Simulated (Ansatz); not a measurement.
**Na, omega (AlB2-type): how the functional moves the structure**

All rows: Ansatz, plane waves with scalar-relativistic PAW, 420 eV (500 eV for the SCAN forms), relaxed under each functional, no dispersion correction, no zero-point motion. B₀ comes from uniform scaling at fixed shape; a dash is a value not given.

```
functional  V (Å³/atom)                                    cell  B₀ (GPa)     magnetic state  ΔE to bcc (meV/atom)
       PBE        37.32  a = 6.023 Å, c = 3.563 Å (c/a = 0.592)         8  spin not included                    11
    r²SCAN        37.96  a = 6.060 Å, c = 3.580 Å (c/a = 0.591)         8  spin not included                    12
    PBEsol        36.62  a = 5.986 Å, c = 3.540 Å (c/a = 0.591)         8  spin not included                    11
       LDA        33.57  a = 5.816 Å, c = 3.439 Å (c/a = 0.591)         9  spin not included                    12
    revPBE        39.63  a = 6.140 Å, c = 3.641 Å (c/a = 0.593)         7  spin not included                    10
      RPBE        39.74  a = 6.145 Å, c = 3.645 Å (c/a = 0.593)         7  spin not included                    10
      BLYP        37.72  a = 6.036 Å, c = 3.586 Å (c/a = 0.594)         7  spin not included                     9
```

LDA gives the smallest volume and RPBE the largest.
